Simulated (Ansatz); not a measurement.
**Si2Mo: eigenvalues along the path**

```
CELL_PARAMETERS angstrom
-1.63200 1.63200 3.93050
1.63200 -1.63200 3.93050
1.63200 1.63200 -3.93050
ATOMIC_POSITIONS crystal
Si 0.33300 0.33300 0.00000
Si 0.66700 0.66700 0.00000
Mo 0.00000 0.00000 0.00000
```

Atom numbers follow the list: Si1, Si2, Mo3.

The cell is COD entry 1010282, as deposited and not checked against the literature; nothing was relaxed. It is an old determination, and later ones may differ. The listed cell was then made from it by scaling, straining or moving an atom.

Computed with DFT, PBE, all-electron LAPW, scalar-relativistic (Ansatz 0.2.0).

Settings: a Γ-centred 12×12×16 k mesh, Fermi–Dirac smearing of 0.03 eV, basis error target 1 meV/atom, no spin polarisation; this mesh doesn't keep the crystal's whole symmetry, which leaves small spurious terms.

Path points, in fractions of the reciprocal vectors: Γ (0.000, 0.000, 0.000), X (0.000, 0.000, 0.500), P (0.250, 0.250, 0.250), N (0.000, 0.500, 0.000), M (0.500, 0.500, -0.500), S (0.293, 0.707, -0.293), S0 (-0.293, 0.293, 0.293). Levels in eV from the Fermi level; bands 18 to 27, counted from the lowest band of the run. The gap is zero.

```
# k(1/Å) point b18 b19 b20 b21 b22 b23 b24 b25 b26 b27
0.000 Γ -13.11 -6.04 -3.26 -2.79 -2.61 -2.61 0.32 2.75 3.26 3.40
0.272 - -12.82 -5.79 -4.11 -3.27 -2.72 -1.68 -0.66 2.13 3.14 3.52
0.544 - -11.99 -5.29 -4.87 -4.48 -2.47 -2.25 -1.30 2.16 3.22 3.62
0.817 - -10.74 -5.53 -5.49 -5.24 -2.71 -2.02 -1.88 2.86 3.04 3.24
1.089 - -9.46 -6.21 -5.91 -5.31 -3.24 -2.51 -1.45 2.30 2.52 3.20
1.361 X -8.92 -6.44 -5.53 -5.28 -4.35 -2.77 -1.14 2.12 2.57 3.06
1.441 - -8.91 -6.42 -5.56 -5.44 -4.14 -2.72 -1.17 2.12 2.16 3.35
1.521 - -8.89 -6.37 -5.73 -5.65 -3.70 -2.59 -1.29 1.53 2.12 3.45
1.601 - -8.85 -6.29 -5.99 -5.78 -3.23 -2.40 -1.46 0.91 2.12 3.60
1.681 - -8.82 -6.19 -6.16 -5.92 -2.84 -2.16 -1.67 0.43 2.12 3.80
1.761 P -8.81 -6.21 -6.06 -6.06 -2.68 -1.92 -1.91 0.23 2.12 3.97
1.953 - -8.87 -7.25 -5.95 -4.87 -2.52 -2.33 -1.85 0.33 1.98 3.56
2.146 - -9.02 -8.15 -5.63 -3.62 -3.14 -2.09 -1.75 0.30 1.98 3.19
2.338 - -9.20 -8.81 -5.14 -3.93 -2.72 -1.89 -1.44 0.67 2.07 3.41
2.531 - -9.33 -9.22 -4.59 -4.47 -2.45 -2.23 -0.80 1.81 2.12 4.09
2.723 N -9.38 -9.36 -4.66 -4.30 -2.46 -2.43 -0.50 2.08 2.86 3.82
2.932 - -10.58 -8.12 -4.76 -4.05 -2.33 -2.29 -0.80 1.80 3.10 3.19
3.140 - -11.63 -6.99 -4.87 -3.47 -2.05 -2.02 -1.26 1.42 2.21 3.74
3.349 - -12.43 -6.25 -4.62 -2.95 -2.18 -1.99 -0.94 1.54 1.98 4.06
3.557 - -12.94 -6.05 -3.87 -2.79 -2.50 -2.25 -0.15 2.19 2.65 3.62
3.765 Γ -13.11 -6.04 -3.26 -2.79 -2.61 -2.61 0.32 2.75 3.26 3.40
3.925 - -13.01 -6.50 -2.84 -2.83 -2.53 -2.53 0.33 2.13 2.93 2.93
4.085 - -12.70 -7.41 -2.97 -2.27 -2.27 -2.16 0.37 1.64 2.06 2.06
4.245 - -12.22 -8.39 -3.12 -1.96 -1.85 -1.85 0.41 1.13 1.13 2.09
4.405 - -11.64 -9.29 -3.23 -2.10 -1.28 -1.28 0.24 0.24 0.45 3.32
4.565 M -11.28 -9.76 -3.27 -2.19 -0.63 -0.63 -0.52 -0.52 0.46 4.80
4.724 - -11.21 -9.65 -3.46 -2.42 -0.88 -0.66 -0.49 -0.49 0.71 4.98
4.883 - -11.00 -9.35 -4.29 -2.51 -1.35 -1.01 -0.42 -0.16 1.21 5.02
5.043 - -10.64 -8.91 -5.46 -2.41 -1.80 -1.42 -0.33 0.31 1.82 4.00
5.202 - -10.16 -8.53 -6.46 -2.40 -2.16 -1.79 -0.30 0.90 2.54 3.27
5.361 S -9.53 -8.83 -6.57 -2.65 -2.37 -2.04 -0.41 1.45 3.06 3.39
5.534 - -9.41 -9.11 -6.04 -2.99 -2.42 -2.29 -0.48 1.78 3.23 3.28
5.708 - -9.40 -9.31 -5.07 -3.90 -2.46 -2.42 -0.50 2.04 2.91 3.73
5.881 - -9.40 -9.31 -5.07 -3.90 -2.46 -2.42 -0.50 2.04 2.91 3.73
6.054 - -9.41 -9.11 -6.04 -2.99 -2.42 -2.29 -0.48 1.78 3.23 3.28
6.227 S0 -9.53 -8.83 -6.57 -2.65 -2.37 -2.04 -0.41 1.45 3.06 3.39
6.452 - -10.13 -8.44 -5.57 -3.34 -2.37 -2.18 -0.87 1.81 3.05 3.37
6.678 - -11.37 -7.11 -4.88 -3.62 -2.12 -1.99 -1.51 1.61 2.19 3.71
6.904 - -12.32 -5.64 -5.38 -2.96 -2.10 -2.06 -1.25 1.62 1.90 4.07
7.130 - -12.91 -5.86 -4.18 -2.76 -2.48 -2.23 -0.29 2.26 2.52 3.70
7.355 Γ -13.11 -6.04 -3.26 -2.79 -2.61 -2.61 0.32 2.75 3.26 3.40
```
